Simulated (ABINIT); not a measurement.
In:

```
In
1.0
    -1.62547    1.62547    2.47370
     1.62547   -1.62547    2.47370
     1.62547    1.62547   -2.47370
In
1
Cartesian
  0.0000 0.0000 0.0000
```

```yaml
Program: ABINIT 10.8.3 (patched build)
Task: relaxation of cell and atoms
Functional: PBEsol
Potentials_or_basis: JTH PAW PBE v2.0
Cutoff: 599 eV
k_mesh: 11 × 11 × 11
Occupations: fermi-dirac, width 0.05 eV
Spin: no spin polarisation
```

At the start: pressure -0.9 GPa; volume 26.14 Å³/atom.

Where does the relaxation end?

Over 8 steps the energy falls by 3.2 meV/atom and the volume is 25.57 Å³/atom (-2.2 %); space group I4/mmm (No. 139, to 0.05 Å).

Step by step:
| step | energy change (eV) | largest force (eV/Å) | pressure (GPa) | volume (Å³) |
| --- | --- | --- | --- | --- |
| 1 | 0.0000 | 0.0000 | -0.85 | 26.14 |
| 2 | -0.0004 | 0.0000 | -0.75 | 26.08 |
| 3 | -0.0016 | 0.0000 | 0.09 | 25.56 |
| 4 | -0.0016 | 0.0000 | 0.06 | 25.57 |
| 5 | -0.0027 | 0.0000 | -0.51 | 25.87 |
| 6 | -0.0030 | 0.0000 | -0.23 | 25.70 |
| 7 | -0.0032 | 0.0000 | -0.05 | 25.60 |
| 8 | -0.0032 | 0.0000 | 0.00 | 25.57 |

Final structure:
```
In
1.0
    -1.63244    1.63244    2.39926
     1.63244   -1.63244    2.39926
     1.63244    1.63244   -2.39926
In
1
Cartesian
  0.0000 0.0000 0.0000
```

Caveat: the PAW data sets were made with another functional, which shifts forces and pressure a little.
